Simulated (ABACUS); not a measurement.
HfN under changes of volume

One of the cells (11.518 Å³/atom); the others are scaled copies at fixed shape and fractional positions:

```
CELL_PARAMETERS angstrom
3.13391 0.00000 0.00000
-1.56695 2.71404 0.00000
0.00000 0.00000 5.41677
ATOMIC_POSITIONS crystal
Hf 0.33333 0.66667 0.25000
Hf 0.66667 0.33333 0.75000
N 0.00000 0.00000 0.50000
N 0.00000 0.00000 0.00000
```

The cell comes from a database or a generator and needn't be the stable form of this composition.

| Property | Result |
| --- | --- |
| Program | ABACUS 3.10.1 |
| Functional | PBE |
| Potentials or basis | PseudoDojo NC SR 0.4.1 PBE standard |
| Cutoff | 1143 eV |
| Density cutoff | 4572 eV |
| Basis | plane waves |
| k mesh | 10 × 10 × 5 |
| Occupations | fermi-dirac, width 0.05 eV |
| Spin | no spin polarisation |

```csv
volume (Å³/atom),energy over the lowest point (meV/atom),pressure (GPa)
10.827,67.61,25.3
11.057,36.65,18.0
11.288,?,?
11.518,3.78,5.4
11.749,0.00,0.0
11.979,3.57,-4.8
12.209,13.76,-9.2
```

Task: What does the run at 11.288 Å³/atom give?

Result: Energy over the lowest point 15.70 meV/atom; pressure 11.4 GPa.

Worked out: A Birch-Murnaghan fit of order 3 (a polynomial in V^(-2/3)) to the other rows has its minimum at 11.75 Å³/atom with B0 = V·E''(V) = 260 GPa and B' = 4.3 at fixed shape and positions, which overstates the stiffness. It gives 15.65 meV/atom at 11.288 Å³/atom, against the run's 15.70, and -dE/dV = 11.3 GPa, against 11.4.

Energies are extrapolated to zero smearing.

Caveats: there are fewer bands than atomic start orbitals, so a level may be missed at k points of high symmetry.
